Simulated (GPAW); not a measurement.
# TePb (Pm-3m) in GPAW: reference runs

Aim: a first look at TePb with PBE, on the cell as given and on a disturbed one.

All numbers are computed with GPAW 26.7.0; they aren't measurements. Logs are shortened: lines on timing, memory, paths and dates and some standing lists are left out, and cuts for length are marked. The log counts tension as positive stress, the text compression.

**1. The structure**

Symmetry: Pm-3m, No. 221, cubic system. The conventional cell has a = 4.002 Å, b = 4.002 Å, c = 4.002 Å, α = 90.00°, β = 90.00°, γ = 90.00°. Pb (site symmetry m-3m) is surrounded by 8 Te at 3.47 Å. Te (site symmetry m-3m) is surrounded by 8 Pb at 3.47 Å.

Measurements of this composition are mostly on another form, of space group No. 225.

**2. Single point, PBE**

run.py reads:

```python
from ase import Atoms
from ase.dft.bandgap import bandgap
from ase.io import write
from ase.units import GPa
from gpaw import GPAW, PW

atoms = Atoms(['Pb', 'Te'],
              cell=[[4.002287, 0.0, 0.0],
                    [0.0, 4.002287, 0.0],
                    [0.0, 0.0, 4.002287]],
              scaled_positions=[[0.0, 0.0, 0.0],
                                [0.5, 0.5, 0.5]],
              pbc=True)

calc = GPAW(mode=PW(600),
            xc='PBE',
            kpts={'size': (7, 7, 7), 'gamma': True},
            occupations={'name': 'fermi-dirac', 'width': 0.05},
            nbands=19,
            convergence={'density': 1e-05, 'energy': 1e-05},
            maxiter=150,
            txt='gpaw.txt')
atoms.calc = calc
energy = atoms.get_potential_energy()
forces = atoms.get_forces()
stress = atoms.get_stress()
calc.write('gs.gpw')
write('result.traj', atoms)
print(f'Energy: {energy:.6f} eV')
print('Forces (eV/A):')
print(forces.round(4))
print('Stress (GPa):', (stress / GPa).round(3))
print('Fermi level:', round(calc.get_fermi_level(), 4), 'eV')
print(f'Gap: {bandgap(calc)[0]:.4f} eV, direct: {bandgap(calc, direct=True)[0]:.4f} eV')
```

Potentials or basis: GPAW PAW data sets (gpaw-data 1.2.1), pw.

Started as:

```console
> OMP_NUM_THREADS=1 python run.py
```

gpaw.txt:

```text
__  _  _
 | _ |_)|_||  |
 |__||  | ||/\| - 26.7.0

Input parameters:
  mode=PW(ecut=600.0),
  convergence={'density': 1e-05, 'energy': 1e-05},
  kpts=MonkhorstPack(size=(7, 7, 7), gamma=True),
  maxiter=150,
  nbands=19,
  occupations=Occupations(name='fermi-dirac', width=0.05),
  xc=XC(name='PBE')

Diagonalizing LCAO Hamiltonian
Converting LCAO to pw mode
   .---------.
  /|         |
 * |         |
 | |         |
 | |   Te    |
 | .---------.
 |/         /
 Pb--------*

Atoms  # Å, Bohr magnetons
|   | symbol |        x |        y |        z |    initial magnetic moments |
|---|--------|----------|----------|----------|-----------------------------|
| 0 |     Pb | 0.000000 | 0.000000 | 0.000000 | ( 0.0000,  0.0000,  0.0000) |
| 1 |     Te | 2.001143 | 2.001143 | 2.001143 | ( 0.0000,  0.0000,  0.0000) |

Unit cell  # Å
| periodic |        x |        y |        z |  lengths |    angles |
|----------|----------|----------|----------|----------|-----------|
|      yes | 4.002287 | 0.000000 | 0.000000 | 4.002287 | 90.000000 |
|      yes | 0.000000 | 4.002287 | 0.000000 | 4.002287 | 90.000000 |
|      yes | 0.000000 | 0.000000 | 4.002287 | 4.002287 | 90.000000 |

Number of symmetries: 48
Symmetry operations  # r_c * U_cc + t_c -> r_c
|    | kind |            matrix            |
|----|------|------------------------------|
|  0 |  E   |  1, 0, 0,  0, 1, 0,  0, 0, 1 |
|  1 |  σ   |  1, 0, 0,  0, 1, 0,  0, 0,-1 |
|  2 |  σ   |  1, 0, 0,  0, 0, 1,  0, 1, 0 |
|  3 |  C4  |  1, 0, 0,  0, 0, 1,  0,-1, 0 |
|  4 |  C4  |  1, 0, 0,  0, 0,-1,  0, 1, 0 |
|  5 |  σ   |  1, 0, 0,  0, 0,-1,  0,-1, 0 |
|  6 |  σ   |  1, 0, 0,  0,-1, 0,  0, 0, 1 |
|  7 |  C2  |  1, 0, 0,  0,-1, 0,  0, 0,-1 |
|  8 |  σ   |  0, 1, 0,  1, 0, 0,  0, 0, 1 |
|  9 |  C2  |  0, 1, 0,  1, 0, 0,  0, 0,-1 |
| 10 |  C3  |  0, 1, 0,  0, 0, 1,  1, 0, 0 |
| 11 |  S6  |  0, 1, 0,  0, 0, 1, -1, 0, 0 |
| 12 |  S6  |  0, 1, 0,  0, 0,-1,  1, 0, 0 |
| 13 |  C3  |  0, 1, 0,  0, 0,-1, -1, 0, 0 |
| 14 |  C4  |  0, 1, 0, -1, 0, 0,  0, 0, 1 |
| 15 |  S4  |  0, 1, 0, -1, 0, 0,  0, 0,-1 |
| 16 |  C3  |  0, 0, 1,  1, 0, 0,  0, 1, 0 |
| 17 |  S6  |  0, 0, 1,  1, 0, 0,  0,-1, 0 |
| 18 |  σ   |  0, 0, 1,  0, 1, 0,  1, 0, 0 |
| 19 |  C4  |  0, 0, 1,  0, 1, 0, -1, 0, 0 |
| 20 |  C2  |  0, 0, 1,  0,-1, 0,  1, 0, 0 |
| 21 |  S4  |  0, 0, 1,  0,-1, 0, -1, 0, 0 |
| 22 |  S6  |  0, 0, 1, -1, 0, 0,  0, 1, 0 |
| 23 |  C3  |  0, 0, 1, -1, 0, 0,  0,-1, 0 |
| 24 |  S6  |  0, 0,-1,  1, 0, 0,  0, 1, 0 |
| 25 |  C3  |  0, 0,-1,  1, 0, 0,  0,-1, 0 |
| 26 |  C4  |  0, 0,-1,  0, 1, 0,  1, 0, 0 |
| 27 |  σ   |  0, 0,-1,  0, 1, 0, -1, 0, 0 |
| 28 |  S4  |  0, 0,-1,  0,-1, 0,  1, 0, 0 |
| 29 |  C2  |  0, 0,-1,  0,-1, 0, -1, 0, 0 |
| 30 |  C3  |  0, 0,-1, -1, 0, 0,  0, 1, 0 |
| 31 |  S6  |  0, 0,-1, -1, 0, 0,  0,-1, 0 |
| 32 |  C4  |  0,-1, 0,  1, 0, 0,  0, 0, 1 |
| 33 |  S4  |  0,-1, 0,  1, 0, 0,  0, 0,-1 |
| 34 |  S6  |  0,-1, 0,  0, 0, 1,  1, 0, 0 |
| 35 |  C3  |  0,-1, 0,  0, 0, 1, -1, 0, 0 |
| 36 |  C3  |  0,-1, 0,  0, 0,-1,  1, 0, 0 |
| 37 |  S6  |  0,-1, 0,  0, 0,-1, -1, 0, 0 |
| 38 |  σ   |  0,-1, 0, -1, 0, 0,  0, 0, 1 |
| 39 |  C2  |  0,-1, 0, -1, 0, 0,  0, 0,-1 |
| 40 |  σ   | -1, 0, 0,  0, 1, 0,  0, 0, 1 |
| 41 |  C2  | -1, 0, 0,  0, 1, 0,  0, 0,-1 |
| 42 |  C2  | -1, 0, 0,  0, 0, 1,  0, 1, 0 |
| 43 |  S4  | -1, 0, 0,  0, 0, 1,  0,-1, 0 |
| 44 |  S4  | -1, 0, 0,  0, 0,-1,  0, 1, 0 |
| 45 |  C2  | -1, 0, 0,  0, 0,-1,  0,-1, 0 |
| 46 |  C2  | -1, 0, 0,  0,-1, 0,  0, 0, 1 |
| 47 |  i   | -1, 0, 0,  0,-1, 0,  0, 0,-1 |

BZ-sampling:
  Number of BZ points: 343
  Number of IBZ points: 20

  Monkhorst-Pack size: [7, 7, 7]
  Monkhorst-Pack shift: [0, 0, 0]

K-points  # in reciprocal-cell coordinates
|     |                                coordinates |     weight |
|-----|--------------------------------------------|------------|
|   0 | (  0.00000000,   0.00000000,   0.00000000) | 0.00291545 |
|   1 | (  0.14285714,   0.00000000,   0.00000000) | 0.01749271 |
|   2 | (  0.14285714,   0.14285714,   0.00000000) | 0.03498542 |
|   3 | (  0.14285714,   0.14285714,   0.14285714) | 0.02332362 |
|   4 | (  0.28571429,   0.00000000,   0.00000000) | 0.01749271 |
|   5 | (  0.28571429,   0.14285714,   0.00000000) | 0.06997085 |
|   6 | (  0.28571429,   0.14285714,   0.14285714) | 0.06997085 |
|   7 | (  0.28571429,   0.28571429,   0.00000000) | 0.03498542 |
|   8 | (  0.28571429,   0.28571429,   0.14285714) | 0.06997085 |
|   9 | (  0.28571429,   0.28571429,   0.28571429) | 0.02332362 |
| ... |                                            |            |
|  19 | (  0.42857143,   0.42857143,   0.42857143) | 0.02332362 |

Plane wave coefficients: 2170
Cutoff: 600.0 eV

Spin-components: 1 (collinear spins)
Bands:           19
Projectors:      11
Spin-degeneracy: 2
Datatype:        complex128

Parallelization:
  kpt:    1
  domain: 1
  band:   1

Density:
  Valence electrons: 20.0
  Components: 1
  Grid points: [24 24 24]
  Charge: 0.0  # |e|

Potential:
  Grid points: [24 24 24]

species:
  Pb:
    name:    Lead
    Z:       82.0
    valence: 14
    core:    68
    charge:  0.0  # [|e|]
    compensation charges:
      type: gauss
      rc: 0.38  # [Å]
      lmax: 2
    cutoffs:
      filter: 2.36  # [Å]
      core: 2.43  # [Å]
    projectors
    | kind |    occ | energy [eV] | rcut [Å] |
    |------|--------|-------------|----------|
    |   6s |  2.000 |     -11.969 |    1.259 |
    |   6p |  2.000 |      -3.506 |    1.275 |
    |   5d | 10.000 |     -21.211 |    1.217 |
    |    s |        |      15.243 |    1.259 |
    |    p |        |      23.705 |    1.275 |
    |    d |        |       6.001 |    1.217 |

    Using partial waves for Pb as LCAO basis

  Te:
    name:    Tellurium
    Z:       52.0
    valence: 6
    core:    46
    charge:  0.0  # [|e|]
    compensation charges:
      type: gauss
      rc: 0.36  # [Å]
      lmax: 2
    cutoffs:
      filter: 2.09  # [Å]
      core: 3.17  # [Å]
    projectors
    | kind |    occ | energy [eV] | rcut [Å] |
    |------|--------|-------------|----------|
    |   5s |  2.000 |     -15.089 |    1.180 |
    |   5p |  4.000 |      -5.955 |    1.196 |
    |    s |        |      12.123 |    1.180 |
    |    p |        |      21.256 |    1.196 |
    |    d |        |       0.000 |    1.238 |

    Using partial waves for Te as LCAO basis

Reference energy: -752065.146798  # eV

eigensolver:
  PPCG
  Converge bands: occupied
  niter=2

density mixing:
  MSR1-Mixer
  Pratt-step length: 0.05
  Maximum mixing coefficient: 0.75
  Old densities: 10
  SVD Regularization: 0.005
  Good broyden scale: 1.0
  Trust region scale: 1.0
  Backstep threshold: 4.0
  History deletion threshold: 6.0
  Fourier metric: weight=20.0, sigma=0.015

occupation numbers:
  Fermi-Dirac:
    width: 0.0500  # eV

poisson solver:
  ecut: 4800.0  # eV

xc functional:
  name: PBE with 2 nearest neighbor stencil

convergence criteria:
[... 6 lines left out ...]
|iter     | |      energy | eigst |  dens |
|---------|-|-------------|-------|-------|
|iter:   1| |   -7.547418 | -0.24 |       |
|iter:   2| |   -7.501063 | -2.03 | -1.29 |
|iter:   3| |   -7.345655 | -1.99 | -1.34 |
|iter:   4| |   -7.345148 | -3.78 | -1.96 |
|iter:   5| |   -7.344458 | -4.11 | -2.25 |
|iter:   6| |   -7.344522 | -4.94 | -2.79 |
|iter:   7| |   -7.344483c| -6.15 | -3.38 |
|iter:   8| |   -7.344488c| -7.46c| -4.43 |
|iter:   9| |   -7.344483c| -8.07c| -4.39 |
|iter:  10| |   -7.344483c| -8.50c| -5.17c|

Converged in 10 steps
Energy contributions relative to reference atoms: (reference = -752065.146798)

Energy contributions:
  Kinetic:          14.494097
  Coulomb:         -15.162625
  Zero:              0.129440
  External:          0.000000
  Xc:               -6.798427
  Entropy:          -0.013936
  Spinorbit:         0.000000
  ----------------------------
  Free energy:      -7.351452
  Extrapolated:     -7.344483

dipole moment: (-16.904287, -16.904287, -16.904287)  # |e|*Ang

Fermi level: 6.415
Eigenvalues  # (at kpt = [0.000, 0.000, 0.000])
| band index |      eig [eV] | occ [0-2] |
|------------|---------------|-----------|
|          0 |       -10.716 |     2.000 |
|        ... |               |           |
|          2 |       -10.637 |     2.000 |
|          3 |       -10.637 |     2.000 |
|          4 |       -10.637 |     2.000 |
|          5 |        -5.705 |     2.000 |
|          6 |        -0.282 |     2.000 |
|          7 |         4.850 |     2.000 |
[... 9 lines left out ...]
|         17 |        17.631 |     0.000 |
|         18 |        17.631 |     0.000 |

No gap
No difference between direct/indirect transitions

Forces  # eV/Ang
|        x |        y |       z |
|----------|----------|---------|
|  0.00000 |  0.00000 | 0.00000 |  # Pb   0
| -0.00000 | -0.00000 | 0.00000 |  # Te   1

Stress tensor  # eV/Ang^3
|        x |        y |        z |
|----------|----------|----------|
| 0.001634 | 0.000000 | 0.000000 |
| 0.000000 | 0.001634 | 0.000000 |
| 0.000000 | 0.000000 | 0.001634 |

# Writing to gs.gpw (mode='')
```

Wall time 11 s (1 thread of Intel Xeon at 2.80GHz (Skylake/Cascade Lake), shared host); peak memory 0.17 GiB.

What came out:

```
Free energy            : -7.3515 eV
Pressure               : -0.3 GPa
Band gap on the k mesh : none (metal or under the smearing width)
```

**3. Single point, PBE (atoms moved at random, drawn with an rms of 0.05 Å)**

run.py, as its differences from that of step 2:

```diff
@@ -1,4 +1,3 @@
-from ase import Atoms
 from ase.dft.bandgap import bandgap
-from ase.io import write
+from ase.io import read, write
 from ase.units import GPa
@@ -6,9 +5,3 @@
 
-atoms = Atoms(['Pb', 'Te'],
-              cell=[[4.002287, 0.0, 0.0],
-                    [0.0, 4.002287, 0.0],
-                    [0.0, 0.0, 4.002287]],
-              scaled_positions=[[0.0, 0.0, 0.0],
-                                [0.5, 0.5, 0.5]],
-              pbc=True)
+atoms = read('TePb.xyz')
```

TePb.xyz reads:

```xyz
2
Lattice="4.0022870000 0.0000000000 0.0000000000 0.0000000000 4.0022870000 0.0000000000 0.0000000000 0.0000000000 4.0022870000" Properties=species:S:1:pos:R:3 pbc="T T T"
Pb    -0.0384579758      0.0303933675     -0.0411315035
Te     1.9344453871      1.9895088517      1.9985059929
```

Potentials or basis: GPAW PAW data sets (gpaw-data 1.2.1), pw.

Started as:

```console
> OMP_NUM_THREADS=1 python run.py
```

gpaw.txt:

```text
__  _  _
 | _ |_)|_||  |
 |__||  | ||/\| - 26.7.0

Input parameters:
  mode=PW(ecut=600.0),
  convergence={'density': 1e-05, 'energy': 1e-05},
  kpts=MonkhorstPack(size=(7, 7, 7), gamma=True),
  maxiter=150,
  nbands=19,
  occupations=Occupations(name='fermi-dirac', width=0.05),
  xc=XC(name='PBE')

Diagonalizing LCAO Hamiltonian
Converting LCAO to pw mode
   .---------.
  /|         |
 * |       Pb|
 | |         |
 | |   Te    |
 | .---------.
 |/         /
 *---------*

Atoms  # Å, Bohr magnetons
|   | symbol |         x |        y |         z |    initial magnetic moments |
|---|--------|-----------|----------|-----------|-----------------------------|
| 0 |     Pb | -0.038458 | 0.030393 | -0.041132 | ( 0.0000,  0.0000,  0.0000) |
| 1 |     Te |  1.934445 | 1.989509 |  1.998506 | ( 0.0000,  0.0000,  0.0000) |

Unit cell  # Å
| periodic |        x |        y |        z |  lengths |    angles |
|----------|----------|----------|----------|----------|-----------|
|      yes | 4.002287 | 0.000000 | 0.000000 | 4.002287 | 90.000000 |
|      yes | 0.000000 | 4.002287 | 0.000000 | 4.002287 | 90.000000 |
|      yes | 0.000000 | 0.000000 | 4.002287 | 4.002287 | 90.000000 |

Number of symmetries: 1
Symmetry operations  # r_c * U_cc + t_c -> r_c
|   | kind |            matrix            |
|---|------|------------------------------|
| 0 |  E   |  1, 0, 0,  0, 1, 0,  0, 0, 1 |

BZ-sampling:
  Number of BZ points: 343
  Number of IBZ points: 172

  Monkhorst-Pack size: [7, 7, 7]
  Monkhorst-Pack shift: [0, 0, 0]

K-points  # in reciprocal-cell coordinates
|     |                                coordinates |     weight |
|-----|--------------------------------------------|------------|
|   0 | (  0.00000000,   0.00000000,   0.00000000) | 0.00291545 |
|   1 | (  0.00000000,   0.00000000,   0.14285714) | 0.00583090 |
|   2 | (  0.00000000,   0.00000000,   0.28571429) | 0.00583090 |
|   3 | (  0.00000000,   0.00000000,   0.42857143) | 0.00583090 |
|   4 | (  0.00000000,   0.14285714,  -0.42857143) | 0.00583090 |
|   5 | (  0.00000000,   0.14285714,  -0.28571429) | 0.00583090 |
|   6 | (  0.00000000,   0.14285714,  -0.14285714) | 0.00583090 |
|   7 | (  0.00000000,   0.14285714,   0.00000000) | 0.00583090 |
|   8 | (  0.00000000,   0.14285714,   0.14285714) | 0.00583090 |
|   9 | (  0.00000000,   0.14285714,   0.28571429) | 0.00583090 |
| ... |                                            |            |
| 171 | (  0.42857143,   0.42857143,   0.42857143) | 0.00583090 |

Plane wave coefficients: 2170
Cutoff: 600.0 eV

Spin-components: 1 (collinear spins)
Bands:           19
Projectors:      11
Spin-degeneracy: 2
Datatype:        complex128

Parallelization:
  kpt:    1
  domain: 1
  band:   1

Density:
  Valence electrons: 20.0
  Components: 1
  Grid points: [24 24 24]
  Charge: 0.0  # |e|

Potential:
  Grid points: [24 24 24]

species:
  Pb:
    name:    Lead
    Z:       82.0
    valence: 14
    core:    68
    charge:  0.0  # [|e|]
    compensation charges:
      type: gauss
      rc: 0.38  # [Å]
      lmax: 2
    cutoffs:
      filter: 2.36  # [Å]
      core: 2.43  # [Å]
    projectors
    | kind |    occ | energy [eV] | rcut [Å] |
    |------|--------|-------------|----------|
    |   6s |  2.000 |     -11.969 |    1.259 |
    |   6p |  2.000 |      -3.506 |    1.275 |
    |   5d | 10.000 |     -21.211 |    1.217 |
    |    s |        |      15.243 |    1.259 |
    |    p |        |      23.705 |    1.275 |
    |    d |        |       6.001 |    1.217 |

    Using partial waves for Pb as LCAO basis

  Te:
    name:    Tellurium
    Z:       52.0
    valence: 6
    core:    46
    charge:  0.0  # [|e|]
    compensation charges:
      type: gauss
      rc: 0.36  # [Å]
      lmax: 2
    cutoffs:
      filter: 2.09  # [Å]
      core: 3.17  # [Å]
    projectors
    | kind |    occ | energy [eV] | rcut [Å] |
    |------|--------|-------------|----------|
    |   5s |  2.000 |     -15.089 |    1.180 |
    |   5p |  4.000 |      -5.955 |    1.196 |
    |    s |        |      12.123 |    1.180 |
    |    p |        |      21.256 |    1.196 |
    |    d |        |       0.000 |    1.238 |

    Using partial waves for Te as LCAO basis

Reference energy: -752065.146798  # eV

eigensolver:
  PPCG
  Converge bands: occupied
  niter=2

density mixing:
  MSR1-Mixer
  Pratt-step length: 0.05
  Maximum mixing coefficient: 0.75
  Old densities: 10
  SVD Regularization: 0.005
  Good broyden scale: 1.0
  Trust region scale: 1.0
  Backstep threshold: 4.0
  History deletion threshold: 6.0
  Fourier metric: weight=20.0, sigma=0.015

occupation numbers:
  Fermi-Dirac:
    width: 0.0500  # eV

poisson solver:
  ecut: 4800.0  # eV

xc functional:
  name: PBE with 2 nearest neighbor stencil

convergence criteria:
- Maximum integral of absolute [dens]ity change: 1e-05 electrons / valence electron
- Maximum [total energy] change in last 3 cyles: 1e-05 eV / valence electron
- Maximum integral of absolute [eigenst]ate change: 4e-08 eV^2 / valence electron
maximum number of iterations: 150

SCF iterations
|iter     | |      energy | eigst |  dens |
|---------|-|-------------|-------|-------|
|iter:   1| |   -7.547774 | -0.24 |       |
|iter:   2| |   -7.501732 | -2.03 | -1.30 |
|iter:   3| |   -7.346883 | -1.99 | -1.34 |
|iter:   4| |   -7.346559 | -3.78 | -1.97 |
|iter:   5| |   -7.345923 | -4.13 | -2.25 |
|iter:   6| |   -7.345992 | -4.95 | -2.81 |
|iter:   7| |   -7.345953c| -6.15 | -3.38 |
|iter:   8| |   -7.345958c| -7.46c| -4.42 |
|iter:   9| |   -7.345953c| -8.09c| -4.39 |
|iter:  10| |   -7.345953c| -8.61c| -5.23c|

Converged in 10 steps
Energy contributions relative to reference atoms: (reference = -752065.146798)

Energy contributions:
  Kinetic:          14.575520
  Coulomb:         -15.232384
  Zero:              0.129537
  External:          0.000000
  Xc:               -6.811776
  Entropy:          -0.013700
  Spinorbit:         0.000000
  ----------------------------
  Free energy:      -7.352803
  Extrapolated:     -7.345953

dipole moment: (16.166431, -16.364331, 16.161283)  # |e|*Ang

Fermi level: 6.415
Eigenvalues  # (at kpt = [0.000, 0.000, 0.000])
| band index |      eig [eV] | occ [0-2] |
|------------|---------------|-----------|
|          0 |       -10.715 |     2.000 |
|        ... |               |           |
|          2 |       -10.636 |     2.000 |
|          3 |       -10.636 |     2.000 |
|          4 |       -10.635 |     2.000 |
|          5 |        -5.708 |     2.000 |
|          6 |        -0.278 |     2.000 |
|          7 |         4.848 |     2.000 |
|          8 |         4.851 |     2.000 |
|          9 |         4.853 |     2.000 |
|         10 |        10.423 |     0.000 |
|         11 |        10.435 |     0.000 |
|         12 |        11.649 |     0.000 |
|         13 |        11.667 |     0.000 |
|         14 |        11.677 |     0.000 |
|         15 |        16.438 |     0.000 |
|         16 |        17.620 |     0.000 |
|         17 |        17.620 |     0.000 |
|         18 |        17.629 |     0.000 |

No gap
No difference between direct/indirect transitions

Forces  # eV/Ang
|        x |        y |        z |
|----------|----------|----------|
|  0.01852 |  0.02762 | -0.02531 |  # Pb   0
| -0.01856 | -0.02759 |  0.02528 |  # Te   1

Stress tensor  # eV/Ang^3
|         x |         y |        z |
|-----------|-----------|----------|
|  0.001383 | -0.000082 | 0.000075 |
| -0.000082 |  0.001358 | 0.000112 |
|  0.000075 |  0.000112 | 0.001366 |

# Writing to gs.gpw (mode='')
```

Run time: 75 s. Hardware: 1 thread of Intel Xeon at 2.80GHz (Skylake/Cascade Lake), shared host; peak memory 0.34 GiB.

Results:

- Free energy: -7.3528 eV
- Pressure: -0.2 GPa
- Largest force: 0.042 eV/Å
- Band gap on the k mesh: none (metal or under the smearing width)

Forces on the atoms (eV/Å):
```
Pb   0.019  0.028 -0.025
Te  -0.019 -0.028  0.025
```

Spin-orbit coupling is left out, which matters for the levels of Pb, Te.
